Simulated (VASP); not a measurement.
# Ru (P-1) in VASP: single point with r2SCAN+U

Aim: the single point of Ru with r2SCAN+U.

Everything below comes from runs of VASP 6.6.1. Logs are shortened: lines on timing, memory, paths and dates and some standing lists are left out, and cuts for length are marked.

### 1 The cell of the first run

The typed cell holds 2 atoms: a = 2.748 Å, b = 2.723 Å, c = 4.243 Å, α = 90.86°, β = 91.25°, γ = 121.17°.

### 2 Single point, r2SCAN+U (cell strained at random at fixed volume)

POSCAR reads:

```
Ru
1.0
    2.7472930000     -0.0209710000     -0.0297950000
   -1.3918080000      2.3406690000     -0.0206270000
   -0.0471510000     -0.0649140000      4.2427170000
Ru
2
Direct
    0.6666666667      0.3333333333      0.7500000000
    0.3333333333      0.6666666667      0.2500000000
```

INCAR.step1 reads:

```
SYSTEM = Ru
PREC = Accurate
ENCUT = 520
ISMEAR = -1
SIGMA = 0.01
LREAL = .FALSE.
LASPH = .TRUE.
NELM = 150
LMAXMIX = 4
LDAU = .TRUE.
LDAUTYPE = 2
LDAUL = 2
LDAUU = 8
LDAUJ = 0
NBANDS = 21
GGA = PE
ALGO = Normal
EDIFF = 1E-4
LWAVE = .TRUE.
LCHARG = .FALSE.
```

INCAR.step2 reads:

```
SYSTEM = Ru
PREC = Accurate
ENCUT = 520
EDIFF = 1E-7
ISMEAR = -1
SIGMA = 0.01
LREAL = .FALSE.
LASPH = .TRUE.
NELM = 150
ALGO = Normal
ISIF = 2
LWAVE = .FALSE.
LCHARG = .TRUE.
LMAXMIX = 4
LDAU = .TRUE.
LDAUTYPE = 2
LDAUL = 2
LDAUU = 8
LDAUJ = 0
LDAUPRINT = 1
METAGGA = R2SCAN
LMIXTAU = .TRUE.
LELF = .TRUE.
LVHAR = .TRUE.
NBANDS = 21
ISTART = 1
```

KPOINTS reads:

```
Automatic mesh
0
G
  9 9 5
  0 0 0
```

Potentials or basis: VASP PAW PBE potentials, release 64 (Ru_pv).

Run with:

```
> cat potpaw_PBE.64/Ru_pv/POTCAR > POTCAR
> cp INCAR.step1 INCAR
> mpirun -np 1 vasp_std > vasp.out
> cp INCAR.step2 INCAR
> mpirun -np 1 vasp_std > vasp.out
```

OUTCAR:

```text
SYSTEM = Ru
   PREC = Accurate
   ENCUT = 520
   EDIFF = 1E-7
   ISMEAR = -1
   LREAL = .FALSE.
   LASPH = .TRUE.
   NELM = 150
   ISIF = 2
   METAGGA = R2SCAN
   ISTART = 1

 ion  position               nearest neighbor table
   1  0.667  0.333  0.750-   2 2.59   2 2.59   2 2.65   2 2.66   2 2.67   2 2.68
   2  0.333  0.667  0.250-   1 2.59   1 2.59   1 2.65   1 2.66   1 2.67   1 2.68

  LATTYP: Found a triclinic cell.
 ALAT       =     2.6871696587
 B/A-ratio  =     2.3810185891
 C/A-ratio  =     1.0224641330
 COS(alpha) =     0.0033666046
 COS(beta)  =     0.4979987501
 COS(gamma) =     0.6510427123

  Lattice vectors:

 A1 = (  -1.3554850000,  -2.3196980000,   0.0504220000)
 A2 = (  -0.0108280000,  -4.7252810000,   4.3137660000)
 A3 = (  -2.7472930000,   0.0209710000,   0.0297950000)

Analysis of symmetry for initial positions (statically):
=====================================================================
 Subroutine PRICEL returns:
 Original cell was already a primitive cell.

 Routine SETGRP: Setting up the symmetry group for a
 triclinic supercell.

 Subroutine GETGRP returns: Found  2 space group operations
 (whereof  2 operations were pure point group operations)
 out of a pool of  2 trial point group operations.

The static configuration has the point symmetry S_2 .

Analysis of symmetry for dynamics (positions and initial velocities):
=====================================================================
 Subroutine PRICEL returns:
 Original cell was already a primitive cell.

 Routine SETGRP: Setting up the symmetry group for a
 triclinic supercell.

 Subroutine GETGRP returns: Found  2 space group operations
 (whereof  2 operations were pure point group operations)
 out of a pool of  2 trial point group operations.

The dynamic configuration has the point symmetry S_2 .

 Subroutine INISYM returns: Found  2 space group operations
 (whereof  2 operations are pure point group operations),
 and found     1 'primitive' translations

----------------------------------------------------------------------------------------

                                     Primitive cell

  volume of cell :      27.1493

  direct lattice vectors                    reciprocal lattice vectors
     2.747293000 -0.020971000 -0.029795000     0.365735389  0.217538633  0.007392926
    -1.391808000  2.340669000 -0.020627000     0.003348453  0.429277548  0.006605203
    -0.047151000 -0.064914000  4.242717000     0.002584701  0.003614729  0.235782051

  length of vectors
     2.747534595  2.723285947  4.243475531     0.425605554  0.429341419  0.235823923

  position of ions in fractional coordinates (direct lattice)
     0.666666667  0.333333333  0.750000000
     0.333333333  0.666666667  0.250000000

  ion indices of the primitive-cell ions
   primitive index   ion index
                 1           1
                 2           2

----------------------------------------------------------------------------------------

 KPOINTS: Automatic mesh

Automatic generation of k-mesh.
 Grid dimensions read from file:
 generate k-points for:    9    9    5

 Generating k-lattice:

  Cartesian coordinates                     Fractional coordinates (reciprocal lattice)
     0.040637265  0.024170959  0.000821436     0.111111111 -0.000000000 -0.000000000
     0.000372050  0.047697505  0.000733911     0.000000000  0.111111111  0.000000000
     0.000516940  0.000722946  0.047156410     0.000000000 -0.000000000  0.200000000

  Length of vectors
     0.047289506  0.047704602  0.047164785

  Shift w.r.t. Gamma in fractional coordinates (k-lattice)
     0.000000000  0.000000000  0.000000000

 Subroutine IBZKPT returns following result:
 ===========================================

 Found    203 irreducible k-points:

 Following reciprocal coordinates:
[... 37 lines left out ...]
   ICHARG =      0    charge: 1-file 2-atom 10-const
   ISPIN  =      1    spin polarized calculation?
   LNONCOLLINEAR =      F non collinear calculations
   LSORBIT =      F    spin-orbit coupling
   LASPH  =      T    aspherical Exc in radial PAW
   ENCUT  =  520.0 eV  38.22 Ry    6.18 a.u.   5.11  5.06  7.89*2*pi/ulx,y,z
   NELM   =    150;   NELMIN=  2; NELMDL=  0     # of ELM steps
   EDIFF  = 0.1E-06   stopping-criterion for ELM
   LREAL  =      F    real-space projection
   EDIFFG = 0.1E-05   stopping-criterion for IOM
   NSW    =      0    number of steps for IOM
   IBRION =     -1    ionic relax: 0-MD 1-quasi-New 2-CG
   NFREE  =      0    steps in history (QN), initial steepest desc. (CG)
   ISIF   =      2    stress and relaxation
   ISYM   =      2    0-nonsym 1-usesym 2-fastsym
   POTIM  = 0.5000    time-step for ionic-motion
   TEBEG  =    0.0;   TEEND  =   0.0 temperature during run
   PSTRESS=    0.0 pullay stress
   NELECT =      28.0000    total number of electrons
   NUPDOWN=      -1.0000    fix difference up-down
   EMIN   =  10.00;   EMAX   =-10.00  energy-range for DOS
   EFERMI =   0.00;   METHOD = LEGACY
   ISMEAR =    -1;   SIGMA  =   0.01  broadening in eV -4-tet -1-fermi 0-gaus
   EFERMI_NEDOS =   21; number of points for ismear=-14 and -15
   IALGO  =     38    algorithm
   IMIX   =      4    mixing-type and parameters
     AMIX     =   0.40;   BMIX     =  1.00
     AMIX_MAG =   1.60;   BMIX_MAG =  1.00
  volume/ion in A,a.u.               =      13.57        91.61
  Fermi-wavevector in a.u.,A,eV,Ry     =   1.654022  3.125649 37.222675  2.735789
  Thomas-Fermi vector in A             =   2.742361
   LORBIT       =      0    0 simple, 1 ext, 2 COOP (PROOUT), +10 PAW based schemes
 LDA+U is selected, type is set to LDAUTYPE =  2
   angular momentum for each species LDAUL =     2
   U (eV)           for each species LDAUU =   8.0
   J (eV)           for each species LDAUJ =   0.0
   METAGGA = R2SCAN    functional components
   LHFCALC =     F    Hartree Fock is set to
   AEXX    =    0.0000 exact exchange contribution
   IVDW    =     0    specifies the selected vdW correction
   LEPSILON=     F    determine dielectric tensor
   LRPA    =     F    only Hartree local field effects (RPA)
 non-spin polarized calculation
  energy-cutoff  :      520.00
  volume of cell :       27.15
 maximum number of plane-waves:       745
   NGX = 11   NGY = 11   NGZ = 15

atom =   1  type =  1  l = 2

 onsite density matrix

spin component  1

  0.6223  0.0033 -0.0032  0.0091 -0.0010
  0.0033  0.6314  0.0014 -0.0035  0.0016
 -0.0032  0.0014  0.5820 -0.0002  0.0022
  0.0091 -0.0035 -0.0002  0.6386  0.0037
 -0.0010  0.0016  0.0022  0.0037  0.6002

spin component  2

  0.6223  0.0033 -0.0032  0.0091 -0.0010
  0.0033  0.6314  0.0014 -0.0035  0.0016
 -0.0032  0.0014  0.5820 -0.0002  0.0022
  0.0091 -0.0035 -0.0002  0.6386  0.0037
 -0.0010  0.0016  0.0022  0.0037  0.6002

 occupancies and eigenvectors

  o =  0.5815  v =  0.0788 -0.0292  0.9903 -0.0031 -0.1102  0.0000  0.0000  0.0000  0.0000  0.0000      0.0000  0.0000  0.0000  0.0000  0.0000  0.0000  0.0000  0.0000  0.0000  0.0000
  o =  0.5815  v =  0.0000  0.0000  0.0000  0.0000  0.0000  0.0788 -0.0292  0.9903 -0.0031 -0.1102      0.0000  0.0000  0.0000  0.0000  0.0000  0.0000  0.0000  0.0000  0.0000  0.0000
  o =  0.5997  v =  0.1198 -0.0792  0.0964 -0.1273  0.9767  0.0000  0.0000  0.0000  0.0000  0.0000      0.0000  0.0000  0.0000  0.0000  0.0000  0.0000  0.0000  0.0000  0.0000  0.0000
  o =  0.5997  v =  0.0000  0.0000  0.0000  0.0000  0.0000  0.1198 -0.0792  0.0964 -0.1273  0.9767      0.0000  0.0000  0.0000  0.0000  0.0000  0.0000  0.0000  0.0000  0.0000  0.0000
  o =  0.6177  v = -0.8571  0.2769  0.0963  0.3886  0.1687  0.0000  0.0000  0.0000  0.0000  0.0000      0.0000  0.0000  0.0000  0.0000  0.0000  0.0000  0.0000  0.0000  0.0000  0.0000
  o =  0.6177  v =  0.0000  0.0000  0.0000  0.0000  0.0000 -0.8571  0.2769  0.0963  0.3886  0.1687      0.0000  0.0000  0.0000  0.0000  0.0000  0.0000  0.0000  0.0000  0.0000  0.0000
  o =  0.6326  v =  0.0000  0.0000  0.0000  0.0000  0.0000 -0.3258 -0.9442 -0.0064 -0.0270 -0.0395      0.0000  0.0000  0.0000  0.0000  0.0000  0.0000  0.0000  0.0000  0.0000  0.0000
  o =  0.6326  v = -0.3258 -0.9442 -0.0064 -0.0270 -0.0395  0.0000  0.0000  0.0000  0.0000  0.0000      0.0000  0.0000  0.0000  0.0000  0.0000  0.0000  0.0000  0.0000  0.0000  0.0000
  o =  0.6431  v =  0.0000  0.0000  0.0000  0.0000  0.0000 -0.3725  0.1571  0.0244 -0.9122 -0.0629      0.0000  0.0000  0.0000  0.0000  0.0000  0.0000  0.0000  0.0000  0.0000  0.0000
  o =  0.6431  v = -0.3725  0.1571  0.0244 -0.9122 -0.0629  0.0000  0.0000  0.0000  0.0000  0.0000      0.0000  0.0000  0.0000  0.0000  0.0000  0.0000  0.0000  0.0000  0.0000  0.0000

atom =   2  type =  1  l = 2

 onsite density matrix

spin component  1

  0.6223  0.0033 -0.0032  0.0091 -0.0010
  0.0033  0.6314  0.0014 -0.0035  0.0016
 -0.0032  0.0014  0.5820 -0.0002  0.0022
  0.0091 -0.0035 -0.0002  0.6386  0.0037
 -0.0010  0.0016  0.0022  0.0037  0.6002

spin component  2

  0.6223  0.0033 -0.0032  0.0091 -0.0010
  0.0033  0.6314  0.0014 -0.0035  0.0016
 -0.0032  0.0014  0.5820 -0.0002  0.0022
  0.0091 -0.0035 -0.0002  0.6386  0.0037
 -0.0010  0.0016  0.0022  0.0037  0.6002

 occupancies and eigenvectors

  o =  0.5815  v =  0.0788 -0.0292  0.9903 -0.0031 -0.1102  0.0000  0.0000  0.0000  0.0000  0.0000      0.0000  0.0000  0.0000  0.0000  0.0000  0.0000  0.0000  0.0000  0.0000  0.0000
  o =  0.5815  v =  0.0000  0.0000  0.0000  0.0000  0.0000  0.0788 -0.0292  0.9903 -0.0031 -0.1102      0.0000  0.0000  0.0000  0.0000  0.0000  0.0000  0.0000  0.0000  0.0000  0.0000
  o =  0.5997  v =  0.1198 -0.0792  0.0964 -0.1273  0.9767  0.0000  0.0000  0.0000  0.0000  0.0000      0.0000  0.0000  0.0000  0.0000  0.0000  0.0000  0.0000  0.0000  0.0000  0.0000
  o =  0.5997  v =  0.0000  0.0000  0.0000  0.0000  0.0000  0.1198 -0.0792  0.0964 -0.1273  0.9767      0.0000  0.0000  0.0000  0.0000  0.0000  0.0000  0.0000  0.0000  0.0000  0.0000
  o =  0.6177  v = -0.8571  0.2769  0.0963  0.3886  0.1687  0.0000  0.0000  0.0000  0.0000  0.0000      0.0000  0.0000  0.0000  0.0000  0.0000  0.0000  0.0000  0.0000  0.0000  0.0000
  o =  0.6177  v =  0.0000  0.0000  0.0000  0.0000  0.0000 -0.8571  0.2769  0.0963  0.3886  0.1687      0.0000  0.0000  0.0000  0.0000  0.0000  0.0000  0.0000  0.0000  0.0000  0.0000
  o =  0.6326  v =  0.0000  0.0000  0.0000  0.0000  0.0000 -0.3258 -0.9442 -0.0064 -0.0270 -0.0395      0.0000  0.0000  0.0000  0.0000  0.0000  0.0000  0.0000  0.0000  0.0000  0.0000
  o =  0.6326  v = -0.3258 -0.9442 -0.0064 -0.0270 -0.0395  0.0000  0.0000  0.0000  0.0000  0.0000      0.0000  0.0000  0.0000  0.0000  0.0000  0.0000  0.0000  0.0000  0.0000  0.0000
  o =  0.6431  v =  0.0000  0.0000  0.0000  0.0000  0.0000 -0.3725  0.1571  0.0244 -0.9122 -0.0629      0.0000  0.0000  0.0000  0.0000  0.0000  0.0000  0.0000  0.0000  0.0000  0.0000
  o =  0.6431  v = -0.3725  0.1571  0.0244 -0.9122 -0.0629  0.0000  0.0000  0.0000  0.0000  0.0000      0.0000  0.0000  0.0000  0.0000  0.0000  0.0000  0.0000  0.0000  0.0000  0.0000

 number of electron      28.0000001 magnetization

 Free energy of the ion-electron system (eV)
  ---------------------------------------------------
  ext. energy  EPLUGINS =         0.00000000
  ---------------------------------------------------
  free energy    TOTEN  =       -31.78486258 eV

  energy without entropy =      -31.78454844  energy(sigma->0) =      -31.78470551

 E-fermi :  12.1668     XC(G=0): -15.3086

 val. band max:       12.1649494970   @ k =   0.2222  -0.1111   0.4000
 cond. band min:      12.1743929725   @ k =  -0.2222   0.1111   0.4000
 fundamental gap:      0.0094434755
 Fermi energy:        12.1667537346

 k-point     1 :       0.0000    0.0000    0.0000
  band No.  band energies     occupation
      1     -32.1251      2.00000
      2     -31.1096      2.00000
      3     -31.0851      2.00000
      4     -30.9148      2.00000
      5     -30.9037      2.00000
      6     -30.8118      2.00000
[... 565 lines left out ...]
     20      22.4241      0.00000
     21      23.1998      0.00000

 [... further k-points ...]
[... 5 lines left out ...]
  --------------------------------------------------------------------------------------
  -------------------------------------------------------------------------------------
  Total       -2.8251533     -1.6500689     -1.6993327      0.5238453      0.8938290      0.6057383
  in kB     -166.7224487    -97.3764930   -100.2837320     30.9139960     52.7480584     35.7467958
  external PRESSURE =    -121.4608913 kB  Pullay stress =       0.0000000 kB

 VOLUME and BASIS-vectors are now :
 -----------------------------------------------------------------------------
  energy-cutoff  :      520.00
  volume of cell :       27.15
      direct lattice vectors                 reciprocal lattice vectors
     2.747293000 -0.020971000 -0.029795000     0.365735389  0.217538633  0.007392926
    -1.391808000  2.340669000 -0.020627000     0.003348453  0.429277548  0.006605203
    -0.047151000 -0.064914000  4.242717000     0.002584701  0.003614729  0.235782051

 POSITION                                       TOTAL-FORCE (eV/Angst)
 -----------------------------------------------------------------------------------
      1.33223      0.71756      3.15530        -0.079214      0.110171     -0.035936
     -0.02390      1.53723      1.03700         0.079214     -0.110171      0.035936
 -----------------------------------------------------------------------------------
    total drift:                                0.000000     -0.000000      0.000000

  FREE ENERGIE OF THE ION-ELECTRON SYSTEM (eV)
  ---------------------------------------------------
  free  energy   TOTEN  =       -31.7848625750 eV

  energy  without entropy=      -31.7845484418  energy(sigma->0) =      -31.78470551
```

Wall time 9.5 min (1 thread of Intel Xeon 6975P-C (Granite Rapids), shared host); peak memory 0.22 GiB.

What came out:

```yaml
Free_energy: -31.7849 eV
Pressure: -12.1 GPa
Largest_force: 0.140 eV/Å
Band_gap_on_the_k_mesh: none (metal or under the smearing width)
```

Forces in eV/Å, atoms in the order of the input:
```
Ru  -0.079  0.110 -0.036
Ru   0.079 -0.110  0.036
```

Stress tensor (GPa, compression positive):
```
-16.67   3.09   3.57
  3.09  -9.74   5.27
  3.57   5.27 -10.03
```

Eigenvalues of the final occupation matrices:
```
    site  spin  trace               eigenvalues
site 1 d     1   3.07  0.58 0.60 0.62 0.63 0.64
site 1 d     2   3.07  0.58 0.60 0.62 0.63 0.64
site 2 d     1   3.07  0.58 0.60 0.62 0.63 0.64
site 2 d     2   3.07  0.58 0.60 0.62 0.63 0.64
```

Caveat: the PAW data sets were made with another functional, which shifts forces and pressure a little; U without spin polarisation on a metal has little footing; the U is typed as a test and isn't derived for this compound.
